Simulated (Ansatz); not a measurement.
TlCl (CsCl type), relaxed with r2SCAN in the plane-wave code Ansatz: the symmetry is Pm-3m (No. 221, cubic); a = 3.839 Å in the conventional setting, 28.29 Å³ an atom. Tl is surrounded by 8 Cl at 3.32 Å; Cl is surrounded by 8 Tl at 3.32 Å. The primitive cell holds 2 atoms in 56.57 Å³. No spin polarisation and no zero-point or thermal motion.

Computed values: HSE06 (4×4×4) gives a least gap of 2.85 eV, direct. r2SCAN's ε∞ is 4.93.

Task: What is the density?

Result: The cell holds 1 Tl, 1 Cl: M = 1×204.380 + 1×35.450 = 239.83 u in V = 56.57 Å³. ρ = 1.66054 × M/V = 1.66054 × 239.83/56.57 = 7.040 g/cm³, for the static r2SCAN lattice.

Task: At what wavelength does absorption set in by HSE06, excitons left aside?

Result: λ = 1239.84 eV nm/E: 435 nm for the least gap. The direct edge lies in the visible range.

Task: What refractive index and reflectivity at normal incidence follow, below the gap and above the phonons?

Result: n = √4.93 = 2.220; R = ((n − 1)/(n + 1))² = (1.220/3.220)² = 14.4 % a face.

Spin-orbit coupling is left out; in compounds of Pb, Bi, Tl or Hg it can lower a gap by up to about 1 eV, split its edges or invert the bands.

The meshes of the hybrids are coarse, so their gaps aren't converged to the digits shown.
